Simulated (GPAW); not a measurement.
Input of a GPAW 26.7.0 run:

File run.py:

```python
from ase.filters import FrechetCellFilter
from ase.io import read, write
from ase.optimize import LBFGS
from gpaw import GPAW, PW

atoms = read('POSCAR')

calc = GPAW(mode=PW(800),
            xc='RPBE',
            kpts={'size': (8, 8, 8), 'gamma': True},
            occupations={'name': 'fermi-dirac', 'width': 0.05},
            nbands=11,
            convergence={'density': 1e-05, 'forces': 0.0001},
            maxiter=150,
            txt='gpaw.txt')
atoms.calc = calc
opt = LBFGS(FrechetCellFilter(atoms), trajectory='relax.traj', logfile='-')
done = opt.run(fmax=0.02, steps=60)
calc.write('gs.gpw')
write('result.traj', atoms)
print('Converged:', done)
print('Cell:', atoms.cell.cellpar().round(4))
print('Volume:', round(atoms.get_volume(), 4))
print(atoms.get_scaled_positions().round(5))
```

POSCAR

```
BeTe
1.0
    0.0000000000      2.7700000000      2.7700000000
    2.7700000000      0.0000000000      2.7700000000
    2.7700000000      2.7700000000      0.0000000000
Te Be
1 1
Direct
    0.7500000000      0.7500000000      0.7500000000
    0.0000000000      0.0000000000      0.0000000000
```

Potentials or basis: the program's PAW data sets (release 1.2.1) made for this functional, pw.

The run is started by

```sh
$ OMP_NUM_THREADS=1 python run.py
```

(1) Predict the relaxed volume.

(2) Estimate the relaxed cell.

(3) What does it give for the band gap on the k mesh?

Results:

(1) 23.39 Å³/atom.

(2) a = 4.045 Å, b = 4.045 Å, c = 4.045 Å, α = 60.00°, β = 60.00°, γ = 60.00°.

(3) 2.19 eV, indirect (least direct gap 3.59 eV).

Caveat: later steps reuse the first step's grids; spin-orbit coupling is left out, which moves the levels of the heavy elements; the volume moved by +10 % from the deposited cell, more than functionals usually miss.
